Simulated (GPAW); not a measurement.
Crystal: CuO.

```xyz
4
Lattice="3.1795 0.0000 0.0000 -1.5898 2.7536 0.0000 0.0000 0.0000 4.4315" Properties=species:S:1:pos:R:3 pbc="T T T"
Cu    0.0000    0.0000    0.0000
Cu    0.0000    0.0000    2.2157
O     0.0000    1.8357    1.1079
O     1.5898    0.9179    3.3236
```

Measurements of this composition are mostly on another form, of space group No. 15.

Base run:

- Program: GPAW 26.7.0
- Functional: PBEsol
- Potentials or basis: PAW data sets generated in the run's folder for this functional
- Cutoff: 800 eV
- Basis: pw
- k mesh: 7 × 7 × 5
- Occupations: fermi-dirac, width 0.05 eV
- Spin: no spin polarisation
- Hubbard terms: Cu d U = 3 eV

Its results: pressure -2.4 GPa.

Task: The run is repeated on the same cell with these changes: hubbard terms from Cu d U = 3 eV to Cu d U = 5 eV. What comes out?

Result: Pressure -3.2 GPa.

Caveats: the run has no spin polarisation, though such a crystal can be magnetic; U without spin polarisation on a metal has little footing.

Not every run made on this cell is shown here.
